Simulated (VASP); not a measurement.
# AlN (P6_3mc) in VASP: a series of runs

The runs below take AlN through single point, with PBE.

Program: VASP 6.6.1. These are calculated values, not measurements. Logs are shortened: lines on timing, memory, paths and dates and some standing lists are left out, and cuts for length are marked.

**What was measured.**

“Structural and optical properties of self-assembled AlN nanowires grown on SiO2/Si substrates by molecular beam epitaxy”, 2024, arxiv:2402.00216 quotes, for a bulk crystal of AlN at 0 K: band gap 6.0343 eV (an exciton energy, a little under the gap).

From “Self-assembly of well-separated AlN nanowires directly on sputtered metallic TiN films”, 2019, arxiv:1910.07391, for a bulk crystal of AlN at 10 K: band gap 6.034 eV (an exciton energy, a little under the gap).

The runs below are set against these values where they give the same quantity.

## Step 1: Starting point

Symmetry: P6_3mc, No. 186, hexagonal system. Conventional cell: a = 3.135 Å, b = 3.135 Å, c = 4.981 Å, α = 90.00°, β = 90.00°, γ = 120.00°. Al (site symmetry 3m) is surrounded by 4 N at 1.90 to 1.91 Å. N (site symmetry 3m) has 4 Al at 1.90 to 1.91 Å as nearest neighbours.

## Step 2: Single point, PBE

File INCAR:

```
SYSTEM = AlN
ALGO     = Normal         ! electronic algorithm
EDIFF    = 1E-7           ! SCF threshold, eV
ENCUT    = 520            ! plane-wave cutoff, eV
GGA      = PE             ! functional
ISIF     = 2              ! what is computed and relaxed
ISMEAR   = 0              ! smearing method
LASPH    = .TRUE.         ! aspherical terms in the spheres
LCHARG   = .FALSE.        ! write CHGCAR
LREAL    = .FALSE.        ! projectors in reciprocal space
LWAVE    = .FALSE.        ! write WAVECAR
NBANDS   = 16             ! bands
NELM     = 100            ! most SCF steps
PREC     = Accurate       ! precision mode
SIGMA    = 0.01           ! smearing width, eV
```

File KPOINTS:

```
k-points
0
G
  7 7 4
  0 0 0
```

File POSCAR:

```
AlN
1.0
    3.1349119126      0.0000000000      0.0000000000
   -1.5674559563      2.7149133550      0.0000000000
    0.0000000000      0.0000000000      4.9810000000
Al N
2 2
Direct
    0.3333333915      0.6666666085     -0.0016109270
    0.6666666085      0.3333333915      0.4983890730
    0.3333333301      0.6666666699      0.3816109270
    0.6666666699      0.3333333301      0.8816109270
```

Potentials or basis: VASP PAW PBE potentials, release 64 (Al, N).

Command:

```
$ cat potpaw_PBE.64/Al/POTCAR potpaw_PBE.64/N/POTCAR > POTCAR
$ mpirun -np 1 vasp_std > vasp.out
```

OUTCAR:

```text
SYSTEM = AlN
   EDIFF = 1E-7
   ENCUT = 520
   GGA = PE
   ISIF = 2
   ISMEAR = 0
   LASPH = .TRUE.
   LREAL = .FALSE.
   NELM = 100
   PREC = Accurate

 ion  position               nearest neighbor table
   1  0.333  0.667  0.998-   4 1.90   4 1.90   4 1.90   3 1.91   2 3.08   2 3.08   2 3.08   2 3.08
                             2 3.08   2 3.08
   2  0.667  0.333  0.498-   3 1.90   3 1.90   3 1.90   4 1.91   1 3.08   1 3.08   1 3.08   1 3.08
                             1 3.08   1 3.08
   3  0.333  0.667  0.382-   2 1.90   2 1.90   2 1.90   1 1.91
   4  0.667  0.333  0.882-   1 1.90   1 1.90   1 1.90   2 1.91

  LATTYP: Found a hexagonal cell.
 ALAT       =     3.1349119126
 C/A-ratio  =     1.5888803701

  Lattice vectors:

 A1 = (   3.1349119126,   0.0000000000,   0.0000000000)
 A2 = (  -1.5674559563,   2.7149133550,   0.0000000000)
 A3 = (   0.0000000000,   0.0000000000,   4.9810000000)

Analysis of symmetry for initial positions (statically):
=====================================================================
 Subroutine PRICEL returns:
 Original cell was already a primitive cell.

 Routine SETGRP: Setting up the symmetry group for a
 hexagonal supercell.

 Subroutine GETGRP returns: Found 12 space group operations
 (whereof  6 operations were pure point group operations)
 out of a pool of 24 trial point group operations.

The static configuration has the point symmetry C_3v.
 The point group associated with its full space group is C_6v.

Analysis of symmetry for dynamics (positions and initial velocities):
=====================================================================
 Subroutine PRICEL returns:
 Original cell was already a primitive cell.

 Routine SETGRP: Setting up the symmetry group for a
 hexagonal supercell.

 Subroutine GETGRP returns: Found 12 space group operations
 (whereof  6 operations were pure point group operations)
 out of a pool of 24 trial point group operations.

The dynamic configuration has the point symmetry C_3v.
 The point group associated with its full space group is C_6v.

 Subroutine INISYM returns: Found 12 space group operations
 (whereof  6 operations are pure point group operations),
 and found     1 'primitive' translations

----------------------------------------------------------------------------------------

                                     Primitive cell

  volume of cell :      42.3934

  direct lattice vectors                    reciprocal lattice vectors
     3.134911913  0.000000000  0.000000000     0.318988229  0.184167940  0.000000000
    -1.567455956  2.714913355  0.000000000     0.000000000  0.368335880  0.000000000
     0.000000000  0.000000000  4.981000000     0.000000000  0.000000000  0.200762899

  length of vectors
     3.134911913  3.134911913  4.981000000     0.368335880  0.368335880  0.200762899

  position of ions in fractional coordinates (direct lattice)
     0.333333391  0.666666609  0.998389073
     0.666666609  0.333333391  0.498389073
     0.333333330  0.666666670  0.381610927
     0.666666670  0.333333330  0.881610927

  ion indices of the primitive-cell ions
   primitive index   ion index
                 1           1
                 2           2
                 3           3
                 4           4

----------------------------------------------------------------------------------------

 KPOINTS: k-points

Automatic generation of k-mesh.
 Grid dimensions read from file:
 generate k-points for:    7    7    4

 Generating k-lattice:

  Cartesian coordinates                     Fractional coordinates (reciprocal lattice)
     0.045569747  0.026309706  0.000000000     0.142857143  0.000000000  0.000000000
     0.000000000  0.052619411  0.000000000     0.000000000  0.142857143  0.000000000
     0.000000000  0.000000000  0.050190725     0.000000000  0.000000000  0.250000000

  Length of vectors
     0.052619411  0.052619411  0.050190725

  Shift w.r.t. Gamma in fractional coordinates (k-lattice)
     0.000000000  0.000000000  0.000000000

 Subroutine IBZKPT returns following result:
 ===========================================

 Found     24 irreducible k-points:

 Following reciprocal coordinates:
            Coordinates               Weight
  0.000000  0.000000  0.000000      1.000000
  0.142857  0.000000  0.000000      6.000000
  0.285714  0.000000  0.000000      6.000000
  0.428571 -0.000000  0.000000      6.000000
  0.142857  0.142857  0.000000      6.000000
  0.285714  0.142857  0.000000     12.000000
[... 16 lines left out ...]
  0.428571  0.142857  0.500000      6.000000
  0.285714  0.285714  0.500000      6.000000
   k-points           NKPTS =     24   k-points in BZ     NKDIM =     24   number of bands    NBANDS=     16
   number of dos      NEDOS =    301   number of ions     NIONS =      4
   total plane-waves  NPLWV =  23040
   dimension x,y,z NGX =    24 NGY =   24 NGZ =   40
   dimension x,y,z NGXF=    48 NGYF=   48 NGZF=   80
   ions per type =               2   2
   NGX,Y,Z   is equivalent  to a cutoff of  12.73, 12.73, 13.35 a.u.
   NGXF,Y,Z  is equivalent  to a cutoff of  25.45, 25.45, 26.70 a.u.
 SYSTEM =  AlN
   PREC   = accura    normal or accurate (medium, high low for compatibility)
   ISTART =      0    job   : 0-new  1-cont  2-samecut
   ICHARG =      2    charge: 1-file 2-atom 10-const
   ISPIN  =      1    spin polarized calculation?
   LNONCOLLINEAR =      F non collinear calculations
   LSORBIT =      F    spin-orbit coupling
   LASPH  =      T    aspherical Exc in radial PAW
   ENCUT  =  520.0 eV  38.22 Ry    6.18 a.u.   5.83  5.83  9.26*2*pi/ulx,y,z
   NELM   =    100;   NELMIN=  2; NELMDL= -5     # of ELM steps
   EDIFF  = 0.1E-06   stopping-criterion for ELM
   LREAL  =      F    real-space projection
   EDIFFG = 0.1E-05   stopping-criterion for IOM
   NSW    =      0    number of steps for IOM
   IBRION =     -1    ionic relax: 0-MD 1-quasi-New 2-CG
   NFREE  =      0    steps in history (QN), initial steepest desc. (CG)
   ISIF   =      2    stress and relaxation
   ISYM   =      2    0-nonsym 1-usesym 2-fastsym
   POTIM  = 0.5000    time-step for ionic-motion
   TEBEG  =    0.0;   TEEND  =   0.0 temperature during run
   PSTRESS=    0.0 pullay stress
   NELECT =      16.0000    total number of electrons
   NUPDOWN=      -1.0000    fix difference up-down
   EMIN   =  10.00;   EMAX   =-10.00  energy-range for DOS
   EFERMI =   0.00;   METHOD = LEGACY
   ISMEAR =     0;   SIGMA  =   0.01  broadening in eV -4-tet -1-fermi 0-gaus
   EFERMI_NEDOS =   21; number of points for ismear=-14 and -15
   IALGO  =     38    algorithm
   IMIX   =      4    mixing-type and parameters
     AMIX     =   0.40;   BMIX     =  1.00
     AMIX_MAG =   1.60;   BMIX_MAG =  1.00
  volume/ion in A,a.u.               =      10.60        71.52
  Fermi-wavevector in a.u.,A,eV,Ry     =   1.183084  2.235704 19.043904  1.399687
  Thomas-Fermi vector in A             =   2.319325
   LORBIT       =      0    0 simple, 1 ext, 2 COOP (PROOUT), +10 PAW based schemes
   GGA     = PE    functional components
   LHFCALC =     F    Hartree Fock is set to
   AEXX    =    0.0000 exact exchange contribution
   IVDW    =     0    specifies the selected vdW correction
   LEPSILON=     F    determine dielectric tensor
   LRPA    =     F    only Hartree local field effects (RPA)
 non-spin polarized calculation
 Gauss-broadening in eV      SIGMA  =   0.01
  energy-cutoff  :      520.00
  volume of cell :       42.39
 maximum number of plane-waves:      1150
 NGX is ok and might be reduce to    24
   NGX = 11   NGY = 11   NGZ = 19

 number of electron      15.9999999 magnetization

 Free energy of the ion-electron system (eV)
  ---------------------------------------------------
  ext. energy  EPLUGINS =         0.00000000
  ---------------------------------------------------
  free energy    TOTEN  =       -29.77805532 eV

  energy without entropy =      -29.77805532  energy(sigma->0) =      -29.77805532

 E-fermi :   6.1399     XC(G=0): -10.8457

 val. band max:        6.0614754632   @ k =   0.0000   0.0000   0.0000
 cond. band min:      10.0966183365   @ k =   0.0000   0.0000   0.0000
 fundamental gap:      4.0351428733
 Fermi energy:         6.1398679408

 k-point     1 :       0.0000    0.0000    0.0000
  band No.  band energies     occupation
      1      -9.0877      2.00000
      2      -6.9550      2.00000
      3       0.1149      2.00000
      4       5.1144      2.00000
      5       5.1144      2.00000
      6       5.7831      2.00000
[... 8 lines left out ...]
     15      18.9593      0.00000
     16      19.1208      0.00000

 k-point     2 :       0.1429    0.0000    0.0000
  band No.  band energies     occupation
      1      -8.8372      2.00000
      2      -6.8204      2.00000
      3       0.4160      2.00000
      4       4.0368      2.00000
      5       4.7737      2.00000
      6       4.8146      2.00000
[... 8 lines left out ...]
     15      18.5054      0.00000
     16      18.8444      0.00000

 k-point     3 :       0.2857    0.0000    0.0000
  band No.  band energies     occupation
      1      -8.1581      2.00000
      2      -6.5367      2.00000
      3       1.2657      2.00000
      4       2.1066      2.00000
      5       3.1807      2.00000
      6       4.2930      2.00000
[... 8 lines left out ...]
     15      17.9663      0.00000
     16      19.5818      0.00000

 k-point     4 :       0.4286   -0.0000    0.0000
  band No.  band energies     occupation
      1      -7.3536      2.00000
      2      -6.4447      2.00000
      3       0.7990      2.00000
      4       2.0570      2.00000
      5       2.4191      2.00000
      6       3.9508      2.00000
[... 8 lines left out ...]
     15      18.4982      0.00000
     16      21.0875      0.00000
[... 324 lines left out ...]
 k-point    22 :       0.2857    0.1429    0.5000
  band No.  band energies     occupation
      1      -7.0341      2.00000
      2      -7.0341      2.00000
      3       1.1618      2.00000
      4       1.1618      2.00000
      5       3.7923      2.00000
      6       3.7923      2.00000
[... 8 lines left out ...]
     15      19.0865      0.00000
     16      19.0865      0.00000

 k-point    23 :       0.4286    0.1429    0.5000
  band No.  band energies     occupation
      1      -6.7348      2.00000
      2      -6.7348      2.00000
      3       0.6630      2.00000
      4       0.6630      2.00000
      5       3.5073      2.00000
      6       3.5073      2.00000
[... 8 lines left out ...]
     15      19.5325      0.00000
     16      19.5325      0.00000

 k-point    24 :       0.2857    0.2857    0.5000
  band No.  band energies     occupation
      1      -6.6734      2.00000
      2      -6.6734      2.00000
      3       1.0781      2.00000
      4       1.0781      2.00000
      5       2.5740      2.00000
      6       2.5740      2.00000
[... 8 lines left out ...]
     15      19.3975      0.00000
     16      19.3975      0.00000

------------------------ aborting loop because EDIFF is reached ----------------------------------------

  FORCE on cell =-STRESS in cart. coord.  units (eV):
  Direction    XX          YY          ZZ          XY          YZ          ZX
  --------------------------------------------------------------------------------------
  -------------------------------------------------------------------------------------
  Total       -0.0790076     -0.0790076      0.5458644      0.0000000      0.0000000      0.0000000
  in kB       -2.9859427     -2.9859427     20.6299166      0.0000000      0.0000000      0.0000000
  external PRESSURE =       4.8860104 kB  Pullay stress =       0.0000000 kB

 VOLUME and BASIS-vectors are now :
 -----------------------------------------------------------------------------
  energy-cutoff  :      520.00
  volume of cell :       42.39
      direct lattice vectors                 reciprocal lattice vectors
     3.134911913  0.000000000  0.000000000     0.318988229  0.184167940  0.000000000
    -1.567455956  2.714913355  0.000000000     0.000000000  0.368335880  0.000000000
     0.000000000  0.000000000  4.981000000     0.000000000  0.000000000  0.200762899

 POSITION                                       TOTAL-FORCE (eV/Angst)
 -----------------------------------------------------------------------------------
      0.00000      1.80994      4.97298        -0.000000     -0.000000      0.000536
      1.56746      0.90497      2.48248         0.000000      0.000000      0.000536
     -0.00000      1.80994      1.90080         0.000000     -0.000000     -0.000536
      1.56746      0.90497      4.39130        -0.000000      0.000000     -0.000536
 -----------------------------------------------------------------------------------
    total drift:                                0.000030     -0.000017      0.000118

  FREE ENERGIE OF THE ION-ELECTRON SYSTEM (eV)
  ---------------------------------------------------
  free  energy   TOTEN  =       -29.7780553172 eV

  energy  without entropy=      -29.7780553172  energy(sigma->0) =      -29.77805532
```

Wall time 8.1 s (1 thread of Intel Xeon Platinum 8488C (Sapphire Rapids), shared host); peak memory 0.15 GiB.

Results:

```
Free energy            : -29.7781 eV
Pressure               : 0.5 GPa
Band gap on the k mesh : 4.04 eV, direct
```

Stress tensor (GPa, compression positive):
```
-0.30  0.00  0.00
 0.00 -0.30  0.00
 0.00  0.00  2.06
```

(Continued in part 2 of 2.)
